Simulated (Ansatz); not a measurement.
TiO2: 49Ti nuclear quadrupole resonance

Cell: a structure deposited in the COD, ions relaxed with PBE at fixed cell.

Space group Pbcn (No. 60); a = 4.5318, b = 5.5019, c = 4.9063 Å.

| site | Wyckoff | site symmetry | x | y | z |
| --- | --- | --- | --- | --- | --- |
| Ti | 4c | .2. | 0.0000 | 0.1758 | 0.2500 |
| O | 8d | 1 | 0.2702 | 0.3824 | 0.4195 |

One atom of each set is listed.

The numbers come from a DFT calculation in Ansatz (PBE, plane waves and PAW (field gradients read without the response of the frozen cores, which leaves them typically 4 to 6 % off), scalar-relativistic, 420 eV cutoff, Γ-centred 5×4×4 k-points, Fermi–Dirac smearing 0.02 eV).

49Ti: I = 7/2, Q = 247.0 mb (year-2017 value). Static lattice, zero field.

Q: Predict the zero-field 49Ti lines of each site.

A: For I = 7/2 and η = 0 the lines are |C_Q|/14 times 1, 2 and 3; η shifts the lowest up most. At large η the states mix, and weaker lines appear at sums of the main ones; lines under 5 % of the strongest are left out.

```csv
site,atoms,V_zz (10²¹ V/m²),C_Q (MHz),η,line frequencies (MHz)
Ti,4,2.88,17.2,0.51,"2.06, 2.27, 3.58, 4.33"
```

Q: And for ⁴⁷Ti (I = 5/2, Q = 302.0 mb) on Ti?

A: C_Q scales with Q to 21.0 MHz, with lines at 3.95, 6.03 MHz.

At this cell the PBE pressure is 6 GPa, so with PBE the cell would grow if it were relaxed.

The relaxation (5 steps) took 34 s of wall time (33 s of CPU time) and 0.52 GiB at its peak, on 1 thread of Intel Xeon Platinum 8488C (Sapphire Rapids) (x86_64; 16 cores open to the job, memory cap 3.0 GiB, no GPU), a shared host with a load of 0.3 a core.
